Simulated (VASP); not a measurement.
# VASP 6.6.1 run: Be2C

INCAR

```
LASPH = .TRUE.
ENCUT = 520
NSW = 0
NELM = 64
LCHARG = .FALSE.
NBANDS = 11
GGA = PE
ISMEAR = -1
ISYM = -1
NELECT = 8.1
LWAVE = .FALSE.
PREC = Accurate
SIGMA = 0.02
ISIF = 2
EDIFF = 1E-7
LREAL = .FALSE.
IBRION = -1
AMIX = 0.8
```

KPOINTS

```
KPOINTS created by Atomic Simulation Environment
0
Gamma
4 4 4
0 0 0
```

POSCAR

```
C  Be
 1.0000000000000000
     0.0000000000000000    2.1604856385000000    2.2144977794999998
     2.1604856385000000    0.0000000000000000    2.2144977794999998
     2.1604856385000000    2.1604856385000000    0.0000000000000000
 C   Be
   1   2
Cartesian
  0.0000000000000000  0.0000000000000000  0.0000000000000000
  1.0802428192500000  1.0802428192500000  1.1072488897499997
  3.2407284577500000  3.2407284577500000  3.3217466692499991
```

The recommended PBE PAW datasets give the neutral cell 8 valence electrons.

Command

```
mpirun -np 1 vasp_std
```

OSZICAR

```
N       E                     dE             d eps       ncg     rms          rms(c)
DAV:   1     0.451116686402E+01    0.45112E+01   -0.39085E+03  1408   0.664E+02
DAV:   2    -0.169355461304E+02   -0.21447E+02   -0.20189E+02  2023   0.119E+02
DAV:   3    -0.176011032003E+02   -0.66556E+00   -0.66278E+00  1783   0.165E+01
DAV:   4    -0.176044056970E+02   -0.33025E-02   -0.33014E-02  1678   0.141E+00
DAV:   5    -0.176044217877E+02   -0.16091E-04   -0.16090E-04  1788   0.829E-02    0.535E+00
DAV:   6    -0.169384119269E+02    0.66601E+00   -0.12276E+01  1516   0.169E+01    0.417E+00
DAV:   7    -0.164715142778E+02    0.46690E+00   -0.19018E+00  1519   0.751E+00    0.113E+00
DAV:   8    -0.164712777203E+02    0.23656E-03   -0.76222E-02  1669   0.211E+00    0.291E-01
DAV:   9    -0.164696420421E+02    0.16357E-02   -0.53972E-03  1564   0.378E-01    0.111E-01
DAV:  10    -0.164695293456E+02    0.11270E-03   -0.38373E-04  1702   0.158E-01    0.345E-02
DAV:  11    -0.164695120004E+02    0.17345E-04   -0.76841E-05  1579   0.475E-02    0.606E-03
DAV:  12    -0.164695123035E+02   -0.30311E-06   -0.25106E-06  1666   0.124E-02    0.335E-03
DAV:  13    -0.164695123293E+02   -0.25768E-07   -0.19091E-07  1117   0.244E-03
   1 F= -.16469512E+02 E0= -.16469176E+02  d E =-.671969E-03
```

Standard output (part)

```
POSCAR found type information on POSCAR C Be
 POSCAR found :  2 types and       3 ions
 LDA part: xc-table for (Slater+PW92), standard interpolation
 POSCAR, INCAR and KPOINTS ok, starting setup
 WAVECAR not read
 entering main loop
 the old and the new charge density differ
    0.535E+00
```

From OUTCAR

```
k-points           NKPTS =     64   k-points in BZ     NKDIM =     64   number of bands    NBANDS=     11

   NELECT =       8.1000    total number of electrons

   dimension x,y,z NGX =    24 NGY =   24 NGZ =   24
   dimension x,y,z NGXF=    48 NGYF=   48 NGZF=   48

  energy-cutoff  :      520.00
  volume of cell :       20.67
      direct lattice vectors                 reciprocal lattice vectors
     0.000000000  2.160485638  2.214497779    -0.231429449  0.231429449  0.225784828
     2.160485638  0.000000000  2.214497779     0.231429449 -0.231429449  0.225784828
     2.160485638  2.160485638  0.000000000     0.231429449  0.231429449 -0.225784828

 k-points in reciprocal lattice and weights: KPOINTS created by Atomic Simulation Env
   0.00000000  0.00000000  0.00000000       0.016
   0.25000000 -0.00000000  0.00000000       0.016
   0.50000000 -0.00000000  0.00000000       0.016
  -0.25000000  0.00000000  0.00000000       0.016
  -0.00000000  0.25000000  0.00000000       0.016
   0.25000000  0.25000000  0.00000000       0.016
   0.50000000  0.25000000  0.00000000       0.016
  -0.25000000  0.25000000  0.00000000       0.016
   ...

 E-fermi :  10.9554

 k-point     1 :       0.0000    0.0000    0.0000
  band No.  band energies     occupation
      1      -7.4005      2.00000
      2       7.3839      2.00000
      3       7.5984      2.00000
      4       7.5984      2.00000
      5      11.4528      0.00000
      6      11.4528      0.00000
      7      11.8132      0.00000
      8      14.0196      0.00000
      9      19.8649      0.00000
     10      20.8088      0.00000
     11      20.8088      0.00000

 k-point     2 :       0.2500   -0.0000    0.0000
  band No.  band energies     occupation
      1      -6.4309      2.00000
      2       2.7321      2.00000
      3       6.2626      2.00000
      4       6.4840      2.00000
      5      12.7650      0.00000
      6      12.9347      0.00000
      7      13.6057      0.00000
      8      15.9764      0.00000
      9      18.6236      0.00000
     10      18.6807      0.00000
     11      22.5116      0.00000

 k-point     3 :       0.5000   -0.0000    0.0000
  band No.  band energies     occupation
      1      -4.5677      2.00000
      2      -1.1186      2.00000
      3       5.5648      2.00000
      4       5.8701      2.00000
      5      12.2337      0.00000
      6      12.5878      0.00000
      7      14.3691      0.00000
      8      17.1682      0.00000
      9      21.5499      0.00000
     10      22.0098      0.00000
     11      24.2918      0.00000

 k-point     4 :      -0.2500    0.0000    0.0000
  band No.  band energies     occupation
      1      -6.4309      2.00000
      2       2.7321      2.00000
      3       6.2626      2.00000
      4       6.4840      2.00000
      5      12.7650      0.00000
      6      12.9347      0.00000
      7      13.6057      0.00000
      8      15.9764      0.00000
      9      18.6236      0.00000
     10      18.6807      0.00000
     11      22.5116      0.00000

 k-point     5 :      -0.0000    0.2500    0.0000
  band No.  band energies     occupation
      1      -6.4309      2.00000
      2       2.7321      2.00000
      3       6.2626      2.00000
      4       6.4840      2.00000
      5      12.7650      0.00000
      6      12.9347      0.00000
      7      13.6057      0.00000
      8      15.9764      0.00000
      9      18.6236      0.00000
     10      18.6807      0.00000
     11      22.5116      0.00000

 ...

  Total        1.1500970      1.1500968     -0.5608877      0.0000006     -0.0000007     -0.0000012
  in kB       89.1326970     89.1326826    -43.4688850      0.0000465     -0.0000562     -0.0000916
  external PRESSURE =      44.9321649 kB  Pullay stress =       0.0000000 kB

 POSITION                                       TOTAL-FORCE (eV/Angst)
 -----------------------------------------------------------------------------------
      0.00000      0.00000      0.00000         0.000000     -0.000000     -0.000001
      1.08024      1.08024      1.10725         0.000000     -0.000000      0.000000
      3.24073      3.24073      3.32175        -0.000000      0.000000      0.000000
 -----------------------------------------------------------------------------------
    total drift:                                0.000000      0.000000     -0.000001

  FREE ENERGIE OF THE ION-ELECTRON SYSTEM (eV)
  ---------------------------------------------------
  free  energy   TOTEN  =       -16.4695123293 eV

  energy  without entropy=      -16.4688403603  energy(sigma->0) =      -16.46917634
```

It converged. Results: pressure 4.5 GPa.

The cell is charged and sits in a uniform background.

For comparison, a separate PBE run of the intended cell, on usual settings and not on those above, gives a gap of 0.97 eV on its mesh and a pressure of -3.4 GPa.

The run above took about 7.6 s on one core of a shared host (Intel Xeon Platinum 8488C) and held 0.14 GiB at most.
